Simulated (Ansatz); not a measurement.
# Al3GaSb4: the cost of one run

Computed with Ansatz 0.2.0 (DFT PBE, scalar-relativistic, plane waves, PAW, unless a step's input says otherwise).

## 1. Starting point

The structure is tetragonal, space group I-42m (No. 121). Conventional cell: a = 5.706 Å, b = 5.706 Å, c = 11.412 Å, α = 90.00°, β = 90.00°, γ = 90.00°. Al (site symmetry -4) is surrounded by 4 Sb at 2.47 Å. Around Al (site symmetry -42m) lie 4 Sb at 2.47 Å. Around Ga (site symmetry -42m) lie 4 Sb at 2.47 Å. Around Sb (site symmetry m) lie 3 Al at 2.47 Å and 1 Ga at 2.47 Å.

Coordinates:

```xyz
8
Lattice="-2.8531 2.8531 5.7061 2.8531 -2.8531 5.7061 2.8531 2.8531 -5.7061" Properties=species:S:1:pos:R:3 pbc="T T T"
Al    0.0000    2.8531    2.8531
Al    2.8531    0.0000    2.8531
Al    0.0000    0.0000    0.0000
Ga    0.0000    0.0000    5.7061
Sb   -1.4265    1.4265    7.1327
Sb    1.4265    1.4265    4.2796
Sb    1.4265   -1.4265    7.1327
Sb    1.4265    1.4265   -1.4265
```

The start is an ordering of an alloy on its end members' structure types: elements ordered on the sites of the GaSb type, Al/Ga on Ga (I-42m, No. 121).

## 2. A first look at the guess

Contents of input.yaml:

```yaml
crystal:
  lattice:
    - [-2.85306054, 2.85306054, 5.70612109]
    - [2.85306054, -2.85306054, 5.70612109]
    - [2.85306054, 2.85306054, -5.70612109]
  atoms:
    - { symbol: Al, position: [0.75, 0.25, 0.5] }
    - { symbol: Al, position: [0.25, 0.75, 0.5] }
    - { symbol: Al, position: [0.0, 0.0, 0.0] }
    - { symbol: Ga, position: [0.5, 0.5, 0.0] }
    - { symbol: Sb, position: [0.875, 0.375, 0.0] }
    - { symbol: Sb, position: [0.625, 0.625, 0.5] }
    - { symbol: Sb, position: [0.375, 0.875, 0.0] }
    - { symbol: Sb, position: [0.125, 0.125, 0.5] }
basis:
  ecutwfc: 420
kpoints:
  mp_grid: { grid: [4, 4, 4] }
hamiltonian:
  xc: pbe
scf:
  occupations: { method: gaussian, width: 0.1 }
  lower_state_search: "off"
output:
  forces: true
  stress: true
  eigenvalues: true
```

Run with:

```console
> ansatz run input.yaml --threads 1 --pin off --max-ram 2560MiB --backend cpu --events-out ev --progress --plain --runs-dir out
```

Q: Estimate wall time and peak memory on 1 thread of Intel Xeon Platinum 8259CL at 2.50GHz (Skylake/Cascade Lake), shared host.

About 10 s, with a peak of 0.51 GiB.
